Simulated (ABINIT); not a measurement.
# BaH2 (P6_3/mmc) in ABINIT: single point with LDA

Aim: the single point of BaH2 with LDA.

Everything below comes from runs of ABINIT 10.8.3 (patched build). Logs are shortened: lines on timing, memory, paths and dates and some standing lists are left out, and cuts for length are marked. The log counts tension as positive stress, the text compression.

## (1) The crystal as given

The structure is hexagonal, space group P6_3/mmc (No. 194). Conventional cell: a = 4.462 Å, b = 4.462 Å, c = 6.055 Å, α = 90.00°, β = 90.00°, γ = 120.00°. Around Ba (site symmetry -6m2) lie 3 H at 2.58 Å. Around H (site symmetry -3m) lie 6 Ba at 2.99 Å and 8 H at 2.99 to 3.03 Å. H (site symmetry -6m2) has 3 Ba at 2.58 Å as nearest neighbours.

The cell comes from a database or a generator and needn't be the stable form of this composition.

## (2) Single point, LDA

run.abi

```
pp_dirpath "./"
pseudos "Ba.upf, H.upf"

acell 4.4620250523 4.4620250524 6.05529259 Angstrom
rprim
     1.0000000000     0.0000000000     0.0000000000
    -0.5000000000     0.8660254038     0.0000000000
     0.0000000000     0.0000000000     1.0000000000
ntypat 2
znucl 56 1
natom 6
typat 1 1 2 2 2 2
xred
     0.3333333333     0.6666666667     0.2500000000
     0.6666666667     0.3333333333     0.7500000000
     0.0000000000     0.0000000000     0.0000000000
     0.0000000000     0.0000000000     0.5000000000
     0.6666666667     0.3333333333     0.2500000000
     0.3333333333     0.6666666667     0.7500000000

ecut 28.0

kptopt 1
ngkpt 5 5 4
nshiftk 1
shiftk 0.0 0.0 0.0

ixc 7

nband 16
occopt 3
tsmear 0.05 eV

nstep 100
tolvrs 1.0e-10

iomode 3
prtwf 0
prtden 0
prteig 0
prtebands 0
enunit 1
prtvol 2
```

Potentials or basis: PseudoDojo NC SR LDA v0.4.1 standard.

Run with:

```
$ mpirun --bind-to none -np 4 abinit run.abi > log 2>&1
```

run.abo:

```text
.Version 10.8.3 of ABINIT
 Symmetries : space group P6_3/m m c (#194); Bravais hP (primitive hexag.)
================================================================================
 Values of the parameters that define the memory need of the present run
     intxc =       0    ionmov =       0      iscf =       7    lmnmax =       6
     lnmax =       6     mgfft =      60  mpssoang =       3    mqgrid =    3001
     natom =       6  nloc_mem =       1    nspden =       1   nspinor =       1
    nsppol =       1      nsym =      24    n1xccc =    2501    ntypat =       2
    occopt =       3   xclevel =       1
       mpw =        5003          nfft =      121500          nkpt =          15
================================================================================
================================================================================

--------------------------------------------------------------------------------
------------- Echo of variables that govern the present computation ------------
--------------------------------------------------------------------------------
 -outvars: echo values of preprocessed input variables --------
            acell      8.4320053158E+00  8.4320053160E+00  1.1442844607E+01 Bohr
              amu      1.37327000E+02  1.00794000E+00
             ecut      2.80000000E+01 Hartree
           enunit           1
              ixc           7
         kptrlatt        5    0    0      0    5    0      0    0    4
          kptrlen      4.21600266E+01
            natom           6
            nband          16
            ngfft          45      45      60
             nkpt          15
            nstep         100
             nsym          24
           ntypat           2
           occopt           3
           prtden           0
        prtebands           0
           prteig           0
           prtvol           2
            prtwf           0
            rprim      1.0000000000E+00  0.0000000000E+00  0.0000000000E+00
                      -5.0000000000E-01  8.6602540380E-01  0.0000000000E+00
                       0.0000000000E+00  0.0000000000E+00  1.0000000000E+00
          spgroup         194
           tolvrs      1.00000000E-10
           tsmear      1.83746611E-03 Hartree
            typat      1  1  2  2  2  2
           xangst     -3.3333245927E-11  2.5761513652E+00  1.5138231475E+00
                       2.2310125261E+00  1.2880756826E+00  4.5414694425E+00
[... 236 lines left out ...]
 kpt#   5, nband= 16, wtk=  0.06000, kpt=  0.4000  0.2000  0.0000 (reduced coord)
 -23.01728  -22.98166   -8.56172   -8.41422   -8.33325   -8.31296   -8.19310   -7.93170
   1.82246    1.95370    2.23378    2.33826    6.74972    7.45935    7.88376    9.29571
 kpt#   6, nband= 16, wtk=  0.02000, kpt=  0.0000  0.0000  0.2500 (reduced coord)
 -23.09657  -22.97266   -8.77101   -8.04764   -8.04764   -7.98102   -7.86968   -7.86968
[... 13 lines left out ...]
 kpt#  11, nband= 16, wtk=  0.01000, kpt=  0.0000  0.0000  0.5000 (reduced coord)
 -23.03514  -23.03514   -8.40543   -8.40543   -7.95945   -7.95945   -7.95945   -7.95945
   0.75318    0.75318    3.60854    3.60854    6.56251    6.56251    6.56251    6.56251
 kpt#  12, nband= 16, wtk=  0.06000, kpt=  0.2000  0.0000  0.5000 (reduced coord)
 -23.02362  -23.02362   -8.54473   -8.54473   -7.99381   -7.99381   -7.96144   -7.96144
   1.22518    1.22518    2.91899    2.91899    7.00200    7.00200    7.04722    7.04722
 kpt#  13, nband= 16, wtk=  0.06000, kpt=  0.4000  0.0000  0.5000 (reduced coord)
 -23.00486  -23.00486   -8.76681   -8.76681   -8.04835   -8.04835   -7.95089   -7.95089
   1.74857    1.74857    2.61021    2.61021    6.39072    6.39072    7.72730    7.72730
 kpt#  14, nband= 16, wtk=  0.06000, kpt=  0.2000  0.2000  0.5000 (reduced coord)
 -23.00846  -23.00846   -8.69742   -8.69742   -8.11580   -8.11580   -7.90893   -7.90893
   1.88794    1.88794    2.43939    2.43939    6.26091    6.26091    7.61067    7.61067
 kpt#  15, nband= 16, wtk=  0.06000, kpt=  0.4000  0.2000  0.5000 (reduced coord)
 -22.99905  -22.99905   -8.77010   -8.77010   -8.20723   -8.20723   -7.88016   -7.88016
   2.07401    2.07401    2.58549    2.58549    5.69296    5.69296    8.04952    8.04952
 Total charge density [el/Bohr^3]
)     Maximum=    2.4848E-01  at reduced coord.    0.3333    0.6667    0.7500
)Next maximum=    2.4848E-01  at reduced coord.    0.6667    0.3333    0.2500
)     Minimum=    6.8792E-04  at reduced coord.    0.3333    0.6667    0.2500
)Next minimum=    6.8792E-04  at reduced coord.    0.6667    0.3333    0.7500
   Integrated=    2.4000E+01

--- !EnergyTerms
iteration_state     : {dtset: 1, }
comment             : Components of total free energy in Hartree
kinetic             :  1.50390212025257E+01
hartree             :  6.43333769713624E+00
xc                  : -1.46509356400212E+01
Ewald energy        : -4.52642621001580E+01
psp_core            :  1.81628275694942E+00
local_psp           : -2.87895386713312E+01
non_local_psp       :  6.66695561573700E+00
internal            : -5.87491391391620E+01
'-kT*entropy'       : -5.54612936909043E-10
total_energy        : -5.87491391397166E+01
total_energy_eV     : -1.59864551674971E+03
band_energy         : -6.39446555538343E+00
...

 Cartesian components of stress tensor (hartree/bohr^3)
  sigma(1 1)=  1.12991555E-04  sigma(3 2)=  0.00000000E+00
  sigma(2 2)=  1.12991555E-04  sigma(3 1)=  0.00000000E+00
  sigma(3 3)=  1.10807493E-04  sigma(2 1)=  3.48177339E-14

-Cartesian components of stress tensor (GPa)         [Pressure= -3.3029E+00 GPa]
- sigma(1 1)=  3.32432631E+00  sigma(3 2)=  0.00000000E+00
- sigma(2 2)=  3.32432631E+00  sigma(3 1)=  0.00000000E+00
- sigma(3 3)=  3.26006901E+00  sigma(2 1)=  1.02437310E-09

== END DATASET(S) ==============================================================
================================================================================

 -outvars: echo values of variables after computation  --------
            acell      8.4320053158E+00  8.4320053160E+00  1.1442844607E+01 Bohr
           etotal     -5.8749139140E+01
            fcart      1.0644542717E-29  3.0728148013E-29 -0.0000000000E+00
                       1.0644542717E-29 -1.1676696245E-28 -0.0000000000E+00
                       1.0644542717E-29 -4.3019407219E-29 -0.0000000000E+00
                       1.0644542717E-29 -4.3019407219E-29 -0.0000000000E+00
                       1.3837905532E-28  1.7822325848E-28 -0.0000000000E+00
                      -1.8095722618E-28 -6.1456296050E-30 -0.0000000000E+00
            rprim      1.0000000000E+00  0.0000000000E+00  0.0000000000E+00
                      -5.0000000000E-01  8.6602540380E-01  0.0000000000E+00
                       0.0000000000E+00  0.0000000000E+00  1.0000000000E+00
           strten      1.1299155474E-04  1.1299155452E-04  1.1080749338E-04
                       0.0000000000E+00  0.0000000000E+00  3.4817733896E-14
           xangst     -3.3333245927E-11  2.5761513652E+00  1.5138231475E+00
                       2.2310125261E+00  1.2880756826E+00  4.5414694425E+00
                       1.6512809832E-16 -1.4300512803E-16  0.0000000000E+00
                       1.6512809832E-16 -1.4300512803E-16  3.0276462950E+00
                       2.2310125261E+00  1.2880756826E+00  1.5138231475E+00
                      -3.3333245927E-11  2.5761513652E+00  4.5414694425E+00
             xred      3.3333333333E-01  6.6666666667E-01  2.5000000000E-01
                       6.6666666667E-01  3.3333333333E-01  7.5000000000E-01
                       1.8503717077E-17 -3.7007434154E-17  0.0000000000E+00
                       1.8503717077E-17 -3.7007434154E-17  5.0000000000E-01
                       6.6666666667E-01  3.3333333333E-01  2.5000000000E-01
                       3.3333333333E-01  6.6666666667E-01  7.5000000000E-01
 Calculation completed.
```

Wall time 10 s (4 MPI ranks of Arm Neoverse V2, shared host); peak memory 0.32 GiB.

What came out:

| Quantity | Value |
| --- | --- |
| Free energy | -1598.6455 eV |
| Pressure | -3.3 GPa |
| Band gap on the k mesh | 1.62 eV, indirect (least direct gap 2.45 eV) |
| Valence electrons inside the program's atomic spheres | Ba 5.26; H 1.12, 1.24 |

Caveat: this set's barium file shifts pressures by 1 GPa against other sets; this release of the barium file is off; spin-orbit coupling is left out, which moves the levels of the heavy elements; an odd mesh through Γ misses points on the zone boundary, where band edges often lie. LDA gaps usually lie below the measured ones, often by a third to a half.
